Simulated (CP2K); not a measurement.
Crystal: MgTe.

```xyz
2
Lattice="4.5707 0.0000 0.0000 2.2854 3.9584 0.0000 2.2854 1.3195 3.7320" Properties=species:S:1:pos:R:3 pbc="T T T"
Te    2.2854    1.3195    0.9330
Mg    0.0000    0.0000    0.0000
```

The cell comes from a database or a generator and needn't be the stable form of this composition.

Base run:

* Program: CP2K 2026.2
* Functional: PBE
* Potentials or basis: POTENTIAL_UZH Te GTH-PBE-q6, Mg GTH-PBE-q10; TZVP-MOLOPT-PBE-GTH basis
* Density cutoff: 19048 eV
* k mesh: 7 × 7 × 7
* Occupations: fermi-dirac, width 0.05 eV
* Spin: no spin polarisation

Its results: band gap on the k mesh 2.24 eV, direct; pressure 1.6 GPa.

Question: The run is repeated on the same cell with these changes: functional from PBE to vdW-DF2. What comes out?

Answer: Band gap on the k mesh 2.33 eV, direct; pressure 2.3 GPa.

Caveats: spin-orbit coupling is left out, which moves the levels of the heavy elements; the basis of atomic orbitals isn't converged, which shifts pressures, moduli and gaps; the potentials were made for another functional, which shifts forces and pressure (some runs).

